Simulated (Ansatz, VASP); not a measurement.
**KZnF3 in VASP and in Ansatz**

POSCAR

```
KZnF3
1.0
    3.9652443851      0.0000000000      0.0000000000
    0.0000000000      3.9652443851      0.0000000000
    0.0000000000      0.0000000000      4.1115047744
K Zn F
1 1 3
Direct
    0.0000000000      0.0000000000      0.0000000000
    0.5000000000      0.5000000000      0.5000000000
    0.5000000000      0.5000000000      0.0000000000
    0.5000000000      0.0000000000      0.5000000000
    0.0000000000      0.5000000000      0.5000000000
```

File INCAR.step1:

```
  PREC = Accurate
  ENCUT = 520
  ISMEAR = 0
  SIGMA = 0.01
  LREAL = F
  LASPH = T
  NELM = 60
  NBANDS = 29
  GGA = PE
  ALGO = Normal
  EDIFF = 1E-4
  LWAVE = T
  LCHARG = F
```

The input INCAR.step2:

```
  PREC = Accurate
  ENCUT = 520
  EDIFF = 1E-6
  ISMEAR = 0
  SIGMA = 0.01
  LREAL = F
  LASPH = T
  NELM = 60
  ALGO = Normal
  ISIF = 2
  LWAVE = F
  LCHARG = T
  METAGGA = R2SCAN
  LMIXTAU = T
  LELF = T
  LVHAR = T
  NBANDS = 29
  ISTART = 1
```

File KPOINTS:

```
Automatic mesh
0
Gamma
  6 6 6
```

Input for Ansatz:

```yaml
crystal:
  lattice:
    - [3.9652443851, 0.0, 0.0]
    - [0.0, 3.9652443851, 0.0]
    - [0.0, 0.0, 4.1115047744]
  atoms:
    - { symbol: K, position: [0.0, 0.0, 0.0] }
    - { symbol: Zn, position: [0.5, 0.5, 0.5] }
    - { symbol: F, position: [0.5, 0.5, 0.0] }
    - { symbol: F, position: [0.5, 0.0, 0.5] }
    - { symbol: F, position: [0.0, 0.5, 0.5] }
kpoints:
  mp_grid: { grid: [6, 6, 6] }
  band_path:
    path:
      - [0.0, 0.0, 0.0]
      - [0.0, 0.5, 0.0]
      - [0.5, 0.5, 0.0]
      - [0.5, 0.5, 0.5]
      - [-0.5, -0.5, 0.494792]
    npoints: 1
hamiltonian:
  xc: r2scan
scf:
  occupations: { method: fixed }
  n_extra_bands: 5
output:
  forces: true
  stress: true
  eigenvalues: true
```

Change from the starting cell: epitaxial_xy strain -2.0%.

Alike in both runs: task single point; functional r2SCAN; k mesh 6 × 6 × 6; no spin polarisation.

|  | VASP | Ansatz |
| --- | --- | --- |
| version | VASP 6.6.1 | Ansatz 0.2.0 |
| potentials or method | VASP PAW PBE potentials, release 64 (K_sv, Zn, F) | plane waves, PAW |
| plane-wave cutoff (eV) | 520 | 500 |
| occupations | gaussian, width 0.01 eV | fixed |
| valence electrons in the cell | 42 | 42 |

|  | VASP | Ansatz | Ansatz less VASP |
| --- | --- | --- | --- |
| gap on the k mesh at the Fermi level (eV) | 4.53 | 4.59 | +0.056 |
| pressure (GPa) | 2.8 | 2.4 | -0.48 |
| largest component of the traceless stress (GPa) | 2.57 | 2.36 | -0.213 |

Caveats: the PAW data sets were made with another functional, which shifts forces and pressure a little (VASP). A k mesh can miss the band edges.
